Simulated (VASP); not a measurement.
The system is TiO2.

```xyz
6
Lattice="4.5998 0.0000 0.0000 0.0000 4.5998 0.0000 0.0000 0.0000 2.9592" Properties=species:S:1:pos:R:3 pbc="T T T"
Ti    0.0000    0.0000    1.4796
Ti    2.2999    2.2999    0.0000
O     1.3998    1.3998    1.4796
O     0.9001    3.6997    0.0000
O     3.6997    0.9001    0.0000
O     3.2000    3.2000    1.4796
```

The cell is a database's computed one.

```yaml
Program: VASP 6.6.1
Task: relaxation of cell and atoms
Functional: PBEsol
Dispersion: D4
Potentials_or_basis: VASP PAW PBE potentials, release 64 (Ti_sv, O)
Cutoff: 600 eV
k_mesh: 6 × 6 × 9
Occupations: fermi-dirac, width 0.05 eV
Spin: no spin polarisation
```

At the start: pressure -4.6 GPa; volume 10.44 Å³/atom.

**Question.** How do energy, volume and symmetry change on relaxing?

**Answer.** Over 9 steps the energy falls by 2.9 meV/atom and the volume is 10.24 Å³/atom (-1.9 %); space group P4_2/mnm (No. 136, to 0.05 Å).

Step by step:
| step | energy change (eV) | largest force (eV/Å) | pressure (GPa) | volume (Å³) |
| --- | --- | --- | --- | --- |
| 1 | 0.0000 | 0.0618 | -4.57 | 62.61 |
| 2 | 0.0158 | 0.2342 | 6.73 | 59.95 |
| 3 | -0.0173 | 0.0540 | -0.08 | 61.48 |
| 4 | -0.0173 | 0.0564 | 0.02 | 61.45 |
| 5 | -0.0176 | 0.0086 | 0.06 | 61.41 |
| 6 | -0.0176 | 0.0031 | 0.06 | 61.41 |
| 7 | -0.0176 | 0.0011 | 0.07 | 61.41 |
| 8 | -0.0176 | 0.0023 | -0.08 | 61.44 |
| 9 | -0.0176 | 0.0005 | 0.00 | 61.42 |

Final structure:
```
Ti O
1.0
     4.57385    0.00000    0.00000
     0.00000    4.57385    0.00000
     0.00000    0.00000    2.93606
Ti O
2 4
Direct
  0.00000 0.00000 0.50000
  0.50000 0.50000 0.00000
  0.30409 0.30409 0.50000
  0.19591 0.80409 0.00000
  0.80409 0.19591 0.00000
  0.69591 0.69591 0.50000
```

Caveat: the PAW data sets were made with another functional, which shifts forces and pressure a little.
